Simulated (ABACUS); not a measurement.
# Sb (R-3m) in ABACUS: notebook

Runs on Sb. Level: r2SCAN. Tasks: band structure, equation of state.

Program: ABACUS 3.10.1. These are calculated values, not measurements. Logs are shortened: lines on timing, memory, paths and dates and some standing lists are left out, and cuts for length are marked.

**1. The structure**

It takes space group R-3m (No. 166, trigonal). The conventional cell has a = 4.308 Å, b = 4.308 Å, c = 11.274 Å, α = 90.00°, β = 90.00°, γ = 120.00°. Sb (site symmetry 3m) has 3 Sb at 2.91 Å as nearest neighbours.

**2. Band structure, r2SCAN**

Input file INPUT:

```
INPUT_PARAMETERS
suffix              Sb
calculation         nscf
basis_type          pw
pseudo_dir          ./
symmetry            -1
dft_functional      MGGA_X_R2SCAN+MGGA_C_R2SCAN
ecutwfc             94.0
pseudo_rcut         10
nspin               1
nbands              25
ks_solver           dav
smearing_method     fd
smearing_sigma      0.00367493
scf_thr             1e-08
scf_nmax            100
mixing_type         broyden
mixing_beta         0.7
mixing_tau          1
init_chg            file
pw_diag_thr         1e-07
out_band            1
kpar                4
```

Input file STRU:

```
ATOMIC_SPECIES
Sb 121.7600 Sb_ONCV_PBE-1.2.upf

LATTICE_CONSTANT
1.8897261246

LATTICE_VECTORS
2.1542000000 1.2437279499 3.7580000000
-2.1542000000 1.2437279499 3.7580000000
0.0000000000 -2.4874558998 3.7580000000

ATOMIC_POSITIONS
Direct

Sb
0.0
2
0.7665100000 0.7665100000 0.7665100000 1 1 1
0.2334900000 0.2334900000 0.2334900000 1 1 1
```

Input file KPT:

```
K_POINTS
13
Line
0.00000000 0.00000000 0.00000000 10 // G
0.50000000 0.00000000 0.00000000 10 // L
0.50000000 0.23968736 -0.23968736 1 // B1
0.76031264 0.50000000 0.23968736 10 // B
0.50000000 0.50000000 0.50000000 10 // Z
0.00000000 0.00000000 0.00000000 10 // G
0.36984368 0.00000000 -0.36984368 1 // X
0.63015632 0.36984368 0.00000000 10 // Q
0.50000000 0.50000000 0.00000000 10 // F
0.63015632 0.63015632 0.23968736 10 // P1
0.50000000 0.50000000 0.50000000 1 // Z
0.50000000 0.00000000 0.00000000 10 // L
0.76031264 0.36984368 0.36984368 1 // P
```

Potentials or basis: SG15 ONCV 1.2 PBE, plane waves.

The run is started by

```
$ OMP_NUM_THREADS=1 mpirun -np 4 abacus > log
```

running log:

```text
ABACUS v3.10.1

               Atomic-orbital Based Ab-initio Computation at UStc

 ------------------------------------------------------------------------------------

 READING GENERAL INFORMATION
                           global_out_dir = OUT.Sb/
                           global_in_card = INPUT
                               pseudo_dir = ./
                              orbital_dir =
                                    DSIZE = 4
                                    GSIZE = 1

 READING UNITCELL INFORMATION
                                    ntype = 1
                  lattice constant (Bohr) = 1.88973
              lattice constant (Angstrom) = 1

 READING ATOM TYPE 1
                               atom label = Sb
                      L=0, number of zeta = 1
                      L=1, number of zeta = 1
                      L=2, number of zeta = 1
             number of atom for this type = 2

                        TOTAL ATOM NUMBER = 2
DIRECT COORDINATES
    atom                   x                   y                   z     mag                  vx                  vy                  vz
taud_Sb1            0.7665100000        0.7665100000        0.7665100000  0.0000        0.0000000000        0.0000000000        0.0000000000
taud_Sb2            0.2334900000        0.2334900000        0.2334900000  0.0000        0.0000000000        0.0000000000        0.0000000000

                          Volume (Bohr^3) = 407.677
                             Volume (A^3) = 60.4114

 Lattice vectors: (Cartesian coordinate: in unit of a_0)
              +2.1542            +1.24373              +3.758
              -2.1542            +1.24373              +3.758
                   +0            -2.48746              +3.758
 Reciprocal vectors: (Cartesian coordinate: in unit of 2 pi/a_0)
            +0.232105           +0.134006          +0.0886997
            -0.232105           +0.134006          +0.0886997
                   +0           -0.268011          +0.0886997
 The esolver type has been set to : ksdft_pw

                PAO radial cut off (Bohr) = 10

 Read in pseudopotential file is Sb_ONCV_PBE-1.2.upf
                     pseudopotential type = NC
          exchange-correlation functional = PBE
                 nonlocal core correction = 0
                        valence electrons = 15
                                     lmax = 2
                           number of zeta = 0
                     number of projectors = 6
                           L of projector = 0
                           L of projector = 0
                           L of projector = 1
                           L of projector = 1
                           L of projector = 2
                           L of projector = 2
 XC functional updated to : MGGA_X_R2SCAN+MGGA_C_R2SCAN
          exchange-correlation functional = MGGA_X_R2SCAN+MGGA_C_R2SCAN
     initial pseudo atomic orbital number = 0

 SETUP THE ELECTRONS NUMBER
            electron number of element Sb = 15
      total electron number of element Sb = 30
            AUTOSET number of electrons:  = 30
                           occupied bands = 15
                                   NBANDS = 25
                                   NLOCAL = 18

%%%%%%%%%%%%%%%%%%%%%%%%%%%%%%%%%%%%%%%%%%%%%%%%%%%%%%%%%%%%%%%%%%%%%%%%%%%%%%%%%%%%%%%%%%%%%%%%%%%%%%%%%%
 Warning: the number of valence electrons in pseudopotential > 5 for Sb: [Kr] 4d10 5s2 5p3
 Pseudopotentials with additional electrons can yield (more) accurate outcomes, but may be less efficient.
 If you're confident that your chosen pseudopotential is appropriate, you can safely ignore this warning.
%%%%%%%%%%%%%%%%%%%%%%%%%%%%%%%%%%%%%%%%%%%%%%%%%%%%%%%%%%%%%%%%%%%%%%%%%%%%%%%%%%%%%%%%%%%%%%%%%%%%%%%%%%

 SETUP THE PLANE WAVE BASIS
 energy cutoff for charge/potential (unit:Ry) = 376
            fft grid for charge/potential = [ 54, 54, 54 ]
                        fft grid division = [ 1, 1, 1 ]
        big fft grid for charge/potential = [ 54, 54, 54 ]
                                     nbxx = 157464
                                     nrxx = 157464

 SETUP PLANE WAVES FOR CHARGE/POTENTIAL
                    number of plane waves = 50167
                         number of sticks = 1831

 PARALLEL PW FOR CHARGE/POTENTIAL
     PROC   COLUMNS(POT)             PW
        1           1831          50167
 --------------- sum -------------------
        1           1831          50167
                            number of |g| = 3486
                                  max |g| = 33.9871
                                  min |g| = 0

----------- Double Check Mixing Parameters Begin ------------
mixing_type: broyden
mixing_beta: 0.7
mixing_gg0: 1
mixing_gg0_min: 0.1
mixing_ndim: 8
----------- Double Check Mixing Parameters End ------------

 SETUP K-POINTS
                                    nspin = 1
                                   nkstot = 94
K-POINTS DIRECT COORDINATES
 KPOINTS    DIRECT_X    DIRECT_Y    DIRECT_Z  WEIGHT
       1  0.00000000  0.00000000  0.00000000  1.0000
       2  0.05000000  0.00000000  0.00000000  1.0000
       3  0.10000000  0.00000000  0.00000000  1.0000
       4  0.15000000  0.00000000  0.00000000  1.0000
       5  0.20000000  0.00000000  0.00000000  1.0000
       6  0.25000000  0.00000000  0.00000000  1.0000
[... 22 lines left out ...]
      29  0.57809379  0.50000000  0.42190621  1.0000
      30  0.55206253  0.50000000  0.44793747  1.0000
[... 64 further k points ...]

           k-point number in this process = 24
       minimum distributed K point number = 23

[... K-POINTS CARTESIAN COORDINATES: 24 rows ...]

[... K-POINTS DIRECT COORDINATES: 24 rows ...]

 SETUP PLANE WAVES FOR WAVE FUNCTIONS
     energy cutoff for wavefunc (unit:Ry) = 94
              fft grid for wave functions = [ 54, 54, 54 ]
                    number of plane waves = 7499
                         number of sticks = 513

 PARALLEL PW FOR WAVE FUNCTIONS
     PROC   COLUMNS(POT)             PW
        1            513           7499
 --------------- sum -------------------
        1            513           7499

 SETUP NONLOCAL PSEUDOPOTENTIALS IN PLANE WAVE BASIS
 Sb non-local projectors:
 projector 1 L=0
 projector 2 L=0
 projector 3 L=1
 projector 4 L=1
 projector 5 L=2
 projector 6 L=2
      TOTAL NUMBER OF NONLOCAL PROJECTORS = 36

 Init Non-Local PseudoPotential table :
 Init Non-Local-Pseudopotential done.

                                     npwx = 6282

 -------------------------------------------
 NONSELF-CONSISTENT
 -------------------------------------------
                                 init_chg = file
 try to read charge from file
 Read in the charge density: OUT.Sb//Sb-CHARGE-DENSITY.restart
 try to read kinetic energy density from file
 Read in the kinetic energy density: OUT.Sb//Sb-TAU-DENSITY.restart

 PW ALGORITHM --------------- ION=   1  ELEC=   1--------------------------------

 k(1/94) Iter steps (avg)=11 threshold=1e-07

 k(2/94) Iter steps (avg)=11 threshold=1e-07

 k(3/94) Iter steps (avg)=11 threshold=1e-07

 k(4/94) Iter steps (avg)=12 threshold=1e-07

 k(5/94) Iter steps (avg)=12 threshold=1e-07
 k(6/94) Iter steps (avg)=15 threshold=1e-07
 k(7/94) Iter steps (avg)=19 threshold=1e-07
 k(8/94) Iter steps (avg)=17 threshold=1e-07

 k(9/94) Iter steps (avg)=22 threshold=1e-07
 k(10/94) Iter steps (avg)=25 threshold=1e-07
 k(11/94) Iter steps (avg)=31 threshold=1e-07
 k(12/94) Iter steps (avg)=28 threshold=1e-07
 k(13/94) Iter steps (avg)=21 threshold=1e-07
 k(14/94) Iter steps (avg)=22 threshold=1e-07
 k(15/94) Iter steps (avg)=23 threshold=1e-07
 k(16/94) Iter steps (avg)=24 threshold=1e-07
 k(17/94) Iter steps (avg)=22 threshold=1e-07
 k(18/94) Iter steps (avg)=23 threshold=1e-07
 k(19/94) Iter steps (avg)=19 threshold=1e-07
 k(20/94) Iter steps (avg)=20 threshold=1e-07
 k(21/94) Iter steps (avg)=21 threshold=1e-07
 k(22/94) Iter steps (avg)=18 threshold=1e-07

 k(23/94) Iter steps (avg)=18 threshold=1e-07
 k(24/94) Iter steps (avg)=18 threshold=1e-07
[... levels at 24 k points of this process ...]

 Density error is 0.00000000000
                          Error Threshold = 1.00000000000e-07
----------------------------------------------------------
     Energy           Rydberg                 eV
----------------------------------------------------------
 E_KohnSham     -280.7046534390      -3819.1827418854
 E_KS(sigma->0) -280.7044987990      -3819.1806379007
 E_Harris       -280.7046534390      -3819.1827418854
 E_band         -20.2640833468       -275.7069982627
 E_one_elec     -90.7856819495       -1235.2025713291
 E_Hartree      56.2988283491        765.9848562721
 E_xc           -30.5085203696       -415.0897145759
 E_Ewald        -215.7089701890      -2934.8711042830
 E_entropy(-TS) -0.0003092799        -0.0042079695
 E_descf        0.0000000000         0.0000000000
 E_exx          0.0000000000         0.0000000000
 E_Fermi        0.8760867531         11.9197717851
----------------------------------------------------------

 charge density convergence is achieved
 final etot is -3819.1827419 eV
 EFERMI = 11.919771785 eV

 STATE ENERGY(eV) AND OCCUPATIONS    NSPIN == 1
 1/24 kpoint (Cartesian) = 0.0000 0.0000 0.0000 (6243 pws)
       1       -17.1466      0.0212766
       2       -17.1466      0.0212766
       3       -17.0300      0.0212766
       4       -17.0300      0.0212766
       5       -16.9937      0.0212766
       6       -16.8864      0.0212766
[... 17 lines left out ...]
      24        20.0472    5.42461e-73
      25        20.3604    1.03213e-75

 2/24 kpoint (Cartesian) = 0.011605 0.0067003 0.0044350 (6251 pws)
       1       -17.1454      0.0212766
       2       -17.1448      0.0212766
       3       -17.0294      0.0212766
       4       -17.0290      0.0212766
       5       -16.9929      0.0212766
       6       -16.8872      0.0212766
[... 17 lines left out ...]
      24        20.3037    3.20774e-75
      25        20.5301    3.46087e-77

 3/24 kpoint (Cartesian) = 0.023210 0.013401 0.0088700 (6265 pws)
       1       -17.1416      0.0212766
       2       -17.1395      0.0212766
       3       -17.0276      0.0212766
       4       -17.0259      0.0212766
       5       -16.9907      0.0212766
       6       -16.8897      0.0212766
[... 17 lines left out ...]
      24        20.9309    1.14403e-80
      25        21.0307    1.55447e-81

 4/24 kpoint (Cartesian) = 0.034816 0.020101 0.013305 (6271 pws)
       1       -17.1356      0.0212766
       2       -17.1307      0.0212766
       3       -17.0246      0.0212766
       4       -17.0208      0.0212766
       5       -16.9870      0.0212766
       6       -16.8937      0.0212766
[... 17 lines left out ...]
      24        21.6088    1.47919e-86
      25        21.9086    3.67841e-89

 5/24 kpoint (Cartesian) = 0.046421 0.026801 0.017740 (6279 pws)
       1       -17.1277      0.0212766
       2       -17.1188      0.0212766
       3       -17.0208      0.0212766
       4       -17.0139      0.0212766
       5       -16.9820      0.0212766
       6       -16.8992      0.0212766
[... 17 lines left out ...]
      24        22.3571        0.00000
      25        22.9576        0.00000

 6/24 kpoint (Cartesian) = 0.058026 0.033501 0.022175 (6271 pws)
       1       -17.1184      0.0212766
       2       -17.1040      0.0212766
       3       -17.0165      0.0212766
       4       -17.0054      0.0212766
       5       -16.9757      0.0212766
       6       -16.9060      0.0212766
[... 17 lines left out ...]
      24        23.1866        0.00000
      25        24.1160        0.00000

[... levels at 18 further k points ...]

 --------------------------------------------
 !FINAL_ETOT_IS -3819.182741885439 eV
 --------------------------------------------

 Output bands in file: OUT.Sb/BANDS_1.dat
```

Wall time 2.6 min (4 MPI ranks of Intel Xeon Platinum 8259CL at 2.50GHz (Skylake/Cascade Lake), shared host); peak memory 0.72 GiB.

Results:

* Band gap along the path: 0.06 eV, indirect (least direct gap 0.17 eV)

Levels at the corners of the path, in eV from the Fermi level:
| point | band 12 | band 13 | band 14 | band 15 | band 16 | band 17 | band 18 | band 19 |
| --- | --- | --- | --- | --- | --- | --- | --- | --- |
| Γ | -5.46 | -2.36 | -2.09 | -2.09 | 2.14 | 2.69 | 2.69 | 5.80 |
| L | -10.31 | -2.17 | -2.07 | -0.49 | -0.24 | 0.21 | 0.46 | 8.27 |
| B1 | -9.73 | -5.27 | -5.13 | -0.98 | 0.62 | 5.00 | 5.05 | 6.25 |
| B | -9.73 | -5.27 | -5.13 | -0.98 | 0.62 | 5.00 | 5.05 | 6.25 |
| Z | -9.62 | -1.51 | -1.51 | -0.58 | 0.06 | 0.06 | 1.00 | 7.63 |
| Γ | -5.46 | -2.36 | -2.09 | -2.09 | 2.14 | 2.69 | 2.69 | 5.80 |
| X | -9.80 | -5.58 | -3.44 | -3.16 | 2.82 | 3.17 | 4.71 | 5.98 |
| Q | -9.80 | -5.58 | -3.44 | -3.16 | 2.82 | 3.17 | 4.71 | 5.98 |
| F | -8.65 | -5.75 | -4.05 | -3.96 | 1.96 | 4.91 | 5.63 | 6.92 |
| P1 | -9.38 | -5.64 | -3.49 | -2.97 | 2.63 | 3.18 | 4.96 | 6.06 |
| Z | -9.62 | -1.51 | -1.51 | -0.58 | 0.06 | 0.06 | 1.00 | 7.63 |
| L | -10.31 | -2.17 | -2.07 | -0.49 | -0.24 | 0.21 | 0.46 | 8.27 |
| P | -9.38 | -5.64 | -3.49 | -2.97 | 2.63 | 3.18 | 4.96 | 6.06 |

Caveat: the density is read from an earlier self-consistent run, whose mesh may be coarse; spin-orbit coupling is left out, which moves the levels of the heavy elements.

(Continued in part 2 of 2.)
